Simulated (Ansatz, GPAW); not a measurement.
# 2H-WS2 bilayer, AA: simulated STM images, part 2 of 4

What would a tunnelling microscope show on 2H-WS2 bilayer, AA?

GPAW 26.7.0 and Ansatz 0.2.0; Ansatz plane waves; layer without images along its normal, relaxation of atoms and in-plane cell, with D3(BJ) dispersion (the session's first sound run).

So far. Step 2 (Relaxing the atoms): The relaxation lowered the energy of the cell by 1.08 eV.

## Step 3: Plane waves, PBE

The work function is the vacuum plateau of the electrostatic potential less the Fermi level; a dipole layer lets the two faces have plateaus of their own.

This step: GPAW, PAW setups; slab in vacuum (GPAW 26.7.0).

The cell differs from the one that the last finished run ended in (c 43.702 → 25.823 Å).

Input file run.py:

```python
import json
import numpy as np
from ase import Atoms
from ase.dft.stm import STM
from gpaw import GPAW, PW

slab = Atoms(
    ['S', 'W', 'S', 'S', 'W', 'S'],
    positions=[
        [-0.00000, 1.82271, 8.00000],
        [-0.00000, -0.00000, 9.57666],
        [-0.00000, 1.82271, 11.15176],
        [-0.00000, 1.82271, 14.67115],
        [-0.00000, -0.00000, 16.24625],
        [-0.00000, 1.82271, 17.82291]],
    cell=[[3.15703, -0.0, 0.0], [-1.57851, 2.73407, 0.0], [0.0, 0.0, 25.8229]],
    pbc=[True, True, False])

slab.calc = GPAW(mode=PW(400), xc='PBE', kpts={'size': (12, 12, 1), 'gamma': True},
                 occupations={'name': 'fermi-dirac', 'width': 0.05}, nbands='140%',
                 convergence={'density': 1e-05}, maxiter=200,
                 poissonsolver={'dipolelayer': 'xy'},
                 symmetry={'tolerance': 1e-3}, txt='slab.txt')
result = {}
energy = slab.get_potential_energy()
fermi = slab.calc.get_fermi_level()
v = slab.calc.get_electrostatic_potential().mean((0, 1)) - fermi
n = slab.calc.get_pseudo_density().mean((0, 1))
L = slab.cell[2, 2]
z = np.arange(len(v)) * L / len(v)
low, high = slab.positions[:, 2].min(), slab.positions[:, 2].max()
below, above = np.interp([low - 5.8, high + 5.8], z, v)
slopes = [np.interp(x, z, np.gradient(v, z)) for x in (low - 5.8, high + 5.8)]
eps = np.array([[slab.calc.get_eigenvalues(k, s) for k in range(len(slab.calc.get_ibz_k_points()))]
                for s in range(slab.calc.get_number_of_spins())]) - fermi
top, bottom = eps[eps < 0].max(), eps[eps > 0].min()
dipole = slab.get_dipole_moment()[2]
print(f'energy {energy:.4f} eV, Fermi level {fermi:.4f} eV, dipole {dipole:.5f} e A')
print(f'potential 5.8 A off the faces, from the Fermi level: lower {below:.4f} eV, upper {above:.4f} eV')
print(f'slope of the potential there: lower {slopes[0]:.5f}, upper {slopes[1]:.5f} eV/A')
print(f'nearest levels on the mesh: {top:.4f} and {bottom:.4f} eV')
print('magnetic moment', round(slab.get_magnetic_moment(), 3))
result.update(energy=energy, fermi=fermi, dipole=dipole, below=below, above=above, slopes=slopes, edges=[top, bottom],
              z=z.tolist(), v=v.tolist(), n=n.tolist(), positions=slab.positions.tolist(),
              forces=slab.get_forces(apply_constraint=False).tolist(), moments=slab.get_magnetic_moments().tolist())

# Images need the states of the whole zone, up to time reversal
slab.calc = slab.calc.fixed_density(symmetry={'point_group': False}, txt='states.txt',
                                    convergence={'bands': 'CBM+2.3'})
stm = STM(slab)
result['stm'] = []
for bias in [-1.5, 2.0]:
    height = high + 3.5
    current = stm.get_averaged_current(bias, height)
    x, y, h = stm.scan(bias, current)
    i, f = divmod(height / L * stm.ldos.shape[2], 1)
    I = abs((1 - f) * stm.ldos[:, :, int(i)] + f * stm.ldos[:, :, int(i) + 1])
    print(f'bias {bias} V: mean current at 3.5 A {current:.4e}, corrugation {np.ptp(h):.4f} A')
    result['stm'].append(dict(bias=bias, current=current, h=(h - high).tolist(), I=I.tolist()))
json.dump(result, open('result.json', 'w'))
```

Launch:

```bash
$ OMP_NUM_THREADS=1 OPENBLAS_NUM_THREADS=1 python run.py
```

What it wrote:

```text
energy -44.3970 eV, Fermi level 1.9240 eV, dipole 0.00027 e A
potential 5.8 A off the faces, from the Fermi level: lower 4.7159 eV, upper 4.7117 eV
slope of the potential there: lower -0.00002, upper 0.00002 eV/A
nearest levels on the mesh: -0.7924 and 0.8595 eV
magnetic moment 0.0
bias -1.5 V: mean current at 3.5 A 5.0204e-06, corrugation 0.1045 A
bias 2.0 V: mean current at 3.5 A 8.8360e-05, corrugation 0.0142 A
```

It took 2.4 min on 1 thread of Intel Xeon Platinum 8375C at 2.90GHz (Ice Lake), shared host; peak memory 0.53 GiB.

This step gave:

| Item | Value |
| --- | --- |
| dipole along the normal | 2.73e-4 e·Å |
| levels nearest the Fermi level on the mesh | -0.7924, 0.8595 eV from the Fermi level |
| upper work function | 4.712 eV |
| lower work function | 4.716 eV |
| corrugation -1.5 | 0.1045 Å |
| corrugation 2 | 0.01423 Å |
| upper ionisation energy | 5.504 eV |

The electrostatic potential energy of an electron (without an applied field's), less the Fermi level, planar mean oscillates, so the rows of the table below give means over windows of 1 Å about each position, cut where the curve ends. Its maxima inside the range that stand out by 2 % of the span (Å: eV): 8.7: -7.28, 10.4: -7.32, 12.9: 4.23, 15.4: -7.32, 17.1: -7.29. Its minima: 8.0: -19.9, 9.6: -24.9, 11.2: -19.9, 14.6: -19.9, 16.2: -24.9, 17.9: -19.9.

Table of electrostatic potential energy of an electron (without an applied field's), less the Fermi level, planar mean by z; means over each step:

```
z (Å)  electrostatic potential energy of an electron (without an applied field's), less the Fermi level, planar mean (eV)
    0                                                                                                                4.72
    1                                                                                                                4.72
    2                                                                                                                4.72
    3                                                                                                                4.72
    4                                                                                                                4.72
    5                                                                                                                4.71
    6                                                                                                                4.57
    7                                                                                                                1.48
    8                                                                                                               -14.2
    9                                                                                                               -13.5
   10                                                                                                               -16.1
   11                                                                                                               -14.3
   12                                                                                                              -0.373
   13                                                                                                                4.01
   14                                                                                                               -3.43
   15                                                                                                               -13.2
   16                                                                                                               -18.8
   17                                                                                                               -11.4
   18                                                                                                               -12.9
   19                                                                                                                2.84
   20                                                                                                                4.63
   21                                                                                                                4.71
   22                                                                                                                4.71
   23                                                                                                                4.71
   24                                                                                                                4.71
   25                                                                                                                4.71
```

The pseudo valence density, planar mean by z:

z (Å), pseudo valence density, planar mean (e/Å³) and a bar:
```
        4       0.00 
        5       0.00 
        6       0.01 
        7       0.12 ###
        8       0.41 ##########
        9       0.63 ################
       10       0.86 ######################
       11       0.47 ############
       12       0.18 #####
       13       0.02 #
       14       0.27 #######
       15       0.52 #############
       16       1.18 ##############################
       17       0.52 #############
       18       0.41 ##########
       19       0.07 ##
       20       0.00 
       21       0.00
```

Tip height over the top atom over a1 and a2. Sample bias -1.5 V, constant current at the mean current 3.5 Å over the top atom.

Ten even steps from '0' (3.45 Å) to '9' (3.56 Å):
```
001245666542100
112468888642110
224789998742211
246899998642222
458999998543333
468999986433333
468999864333333
468888643333333
456765433333333
444444333333333
222223333333333
211223333333332
101123333333321
000123333333210
001224444442210
```
Columns: a1 from 0 to 0.933; rows upwards: a2 from 0 to 0.933.

Local density of states summed over the bias window over a1 and a2. Sample bias -1.5 V, constant height 3.5 Å over the top atom.

Values in units of 1e-6 arbitrary, 15 rows by 15 columns:
```
4.5 4.6 4.7 4.8 5.0 5.2 5.2 5.3 5.2 5.2 5.0 4.8 4.7 4.6 4.5
4.6 4.7 4.8 5.0 5.3 5.4 5.5 5.5 5.4 5.3 5.0 4.8 4.7 4.6 4.6
4.7 4.8 5.0 5.3 5.5 5.6 5.6 5.6 5.5 5.3 5.0 4.8 4.7 4.7 4.7
4.9 5.0 5.3 5.5 5.6 5.7 5.7 5.6 5.5 5.3 5.0 4.9 4.8 4.8 4.8
5.0 5.2 5.4 5.6 5.7 5.7 5.7 5.6 5.4 5.2 5.0 4.9 4.9 4.9 4.9
5.0 5.2 5.5 5.6 5.7 5.7 5.6 5.5 5.2 5.0 5.0 5.0 5.0 5.0 5.0
5.1 5.3 5.5 5.6 5.6 5.6 5.5 5.3 5.1 4.9 4.9 5.0 5.0 4.9 4.9
5.1 5.2 5.4 5.5 5.5 5.4 5.2 5.1 4.9 4.9 4.9 4.9 4.9 4.9 4.9
5.0 5.2 5.3 5.3 5.3 5.2 5.0 4.9 4.9 4.9 4.9 4.9 4.9 4.9 4.9
5.0 5.0 5.0 5.0 5.0 5.0 5.0 4.9 4.9 4.9 4.9 4.9 4.9 4.9 5.0
4.9 4.8 4.8 4.8 4.9 4.9 5.0 5.0 4.9 4.9 4.9 4.9 5.0 5.0 4.9
4.7 4.7 4.7 4.7 4.8 4.9 5.0 5.0 4.9 4.9 4.9 5.0 5.0 4.9 4.8
4.6 4.6 4.6 4.7 4.8 4.9 5.0 4.9 4.9 4.9 4.9 5.0 4.9 4.8 4.7
4.5 4.5 4.6 4.7 4.8 4.9 5.0 4.9 4.9 4.9 5.0 4.9 4.8 4.7 4.6
4.5 4.5 4.6 4.7 4.9 5.0 5.0 5.1 5.1 5.0 5.0 4.9 4.7 4.6 4.5
```
Columns: a1 from 0 to 0.933; rows upwards: a2 from 0 to 0.933.

Tip height over the top atom over a1 and a2. Sample bias 2 V, constant current at the mean current 3.5 Å over the top atom.

Ten even steps from '0' (3.495 Å) to '9' (3.509 Å):
```
000245444542000
001467777641000
124799999742122
246999999642222
457999997543223
447999974422122
247999742210012
247997421000001
456765420000002
444444210000012
221223200000023
100122100000122
000222210012222
000223221223220
000124422442100
```
Columns: a1 from 0 to 0.933; rows upwards: a2 from 0 to 0.933.

Local density of states summed over the bias window over a1 and a2. Sample bias 2 V, constant height 3.5 Å over the top atom.

Ten even steps from '_' (8.76 × 1e-5 arbitrary) to '@' (8.97 × 1e-5 arbitrary):
```
______::==++++==++++==::______
____..==**########**==..____..
..::==##@@@@%%@@@@##==::..::::
--==**@@@@@@@@@@@@**==--------
==++##@@@@@@@@@@##++==--::::--
==++##%%@@@@%%##++==--::..::--
--==##@@@@@@##==--::........::
--++##@@@@##++--..............
==++**##**++==::............::
============--..............--
--::..::----::............::--
..____..--::..............::--
______::--::::........::::--::
____..::------::..::------::..
______..--====----====--..____
```
Columns: a1 from 0 to 0.933; rows upwards: a2 from 0 to 0.933.

Force by atom:

| atom | x (eV/Å) | y (eV/Å) | z (eV/Å) | size |
| --- | --- | --- | --- | --- |
| S1 | 0.000 | 0.000 | -0.130 | 0.130 |
| W2 | 0.000 | 0.000 | -0.053 | 0.053 |
| S3 | 0.000 | 0.000 | 0.019 | 0.019 |
| S4 | 0.000 | 0.000 | -0.019 | 0.019 |
| W5 | 0.000 | 0.000 | 0.053 | 0.053 |
| S6 | 0.000 | 0.000 | 0.130 | 0.130 |

The layer is gapped, so the Fermi level lies somewhere inside the gap, set by smearing and numerics, and these work functions are no property of the material; the band edges below the vacuum level are. The potential is flat to 1.6e-5 eV/Å where it is read, so the vacuum is wide enough. The geometry is the other program's minimum (found with a dispersion term); here the largest force on a free atom is 0.13 eV/Å.

(Continued in part 3 of 4.)

[Logs are printed without paths, hosts, clocks, repeated set-up lines and the standing remarks that a program may print on its own settings, such as how far it seeks lower states.]

[Hosts, paths, dates, database ids (printed as entryN), source tags and the programs' standing remarks are cut or masked in the printed files.]
